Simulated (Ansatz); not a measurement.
Crystal: MoP.

```
CELL_PARAMETERS angstrom
3.22300 0.00000 0.00000
-1.61150 2.79120 0.00000
0.00000 0.00000 3.19100
ATOMIC_POSITIONS crystal
Mo 0.00000 0.00000 0.00000
P 0.33333 0.66667 0.50000
```

| Property | Result |
| --- | --- |
| Program | Ansatz 0.2.0 |
| Task | relaxation of cell and atoms |
| Functional | B3LYP |
| Potentials or basis | Ansatz PAW |
| Cutoff | 420 eV (not typed: the program's choice for these potentials) |
| k mesh | 5 × 5 × 4 |
| Occupations | fermi-dirac, width 0.05 eV |
| Spin | no spin polarisation |

At the start: volume 14.35 Å³/atom.

Q: How do energy, volume and symmetry change on relaxing?

A: It ends after 5 steps and the volume is 14.69 Å³/atom (+2.4 %); space group P-6m2 (No. 187, to 0.05 Å).

The path:
| step | energy change (eV) | largest force (eV/Å) | volume (Å³) |
| --- | --- | --- | --- |
| 1 | 0.0000 | 0.0000 | 28.71 |
| 2 | -0.0089 | 0.0000 | 29.44 |
| 3 | -0.0155 | 0.0000 | 29.46 |
| 4 | -0.0157 | 0.0000 | 29.39 |
| 5 | -0.0158 | 0.0000 | 29.39 |

Final structure:
```xyz
2
Lattice="3.2372 0.0000 0.0000 -1.6186 2.8035 0.0000 0.0000 0.0000 3.2382" Properties=species:S:1:pos:R:3 pbc="T T T"
Mo    0.0000    0.0000    0.0000
P     0.0000    1.8690    1.6191
```

Caveat: the k mesh is coarse (spacing up to 0.49 Å⁻¹), so the values aren't converged, least of all with exact exchange; the plane-wave basis is chosen anew once the cell has moved, so the energies of steps on either side of that aren't comparable; the PAW data sets come from PBE, with cores solved anew for the run's functional, which leaves a small shift of forces and pressure.
